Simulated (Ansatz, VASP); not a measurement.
One calculation of AlN, two programs

Contents of INCAR:

```
SYSTEM = AlN
PREC     = Accurate       ! precision mode
ENCUT    = 520            ! plane-wave cutoff, eV
EDIFF    = 1E-6           ! SCF threshold, eV
ISMEAR   = 0              ! smearing method
SIGMA    = 0.01           ! smearing width, eV
LREAL    = .False.        ! projectors in reciprocal space
LASPH    = .True.         ! aspherical terms in the spheres
NELM     = 80             ! most SCF steps
ALGO     = Normal         ! electronic algorithm
ISIF     = 2              ! what is computed and relaxed
LWAVE    = .False.        ! write WAVECAR
LCHARG   = .False.        ! write CHGCAR
GGA      = PS             ! functional
NBANDS   = 11             ! bands
```

File KPOINTS:

```
regular mesh
0
Gamma
  8 8 8
  0 0 0
```

The input POSCAR:

```
AlN
1.0
    0.0000000000      2.0188684454      2.0188684454
    2.0188684454      0.0000000000      2.0188684454
    2.0188684454      2.0188684454      0.0000000000
Al N
1 1
Direct
    0.0000000000      0.0000000000      0.0000000000
    0.5000000000      0.5000000000      0.5000000000
```

Input for Ansatz:

```yaml
crystal:
  lattice:
    - [0.0, 2.0188684454, 2.0188684454]
    - [2.0188684454, 0.0, 2.0188684454]
    - [2.0188684454, 2.0188684454, 0.0]
  atoms:
    - { symbol: Al, position: [0.0, 0.0, 0.0] }
    - { symbol: "N", position: [0.5, 0.5, 0.5] }
kpoints:
  mp_grid: { grid: [8, 8, 8] }
hamiltonian:
  xc: pbesol
scf:
  occupations: { method: fixed }
  n_extra_bands: 4
output:
  forces: true
  stress: true
  eigenvalues: true
basis:
  ecutwfc: 900
```

Alike in both runs: task single point; functional PBEsol; k mesh 8 × 8 × 8; no spin polarisation.

|  | VASP | Ansatz |
| --- | --- | --- |
| version | VASP 6.6.1 | Ansatz 0.2.0 |
| potentials or method | VASP PAW PBE potentials, release 64 (Al, N) | plane waves |
| plane-wave cutoff (eV) | 520 | 900 |
| occupations | gaussian, width 0.01 eV | fixed |
| valence electrons in the cell | 8 | 8 |

Ansatz gave:

```
gap on the k mesh at the Fermi level (eV) : 4.60
pressure (GPa)                            : 1.5
```

Question: What did VASP give for the same quantities?

Answer: gap on the k mesh at the Fermi level (eV): 4.59; pressure (GPa): 1.4.

Caveats: the PAW data sets were made with another functional, which shifts forces and pressure a little (VASP). A k mesh can miss the band edges.
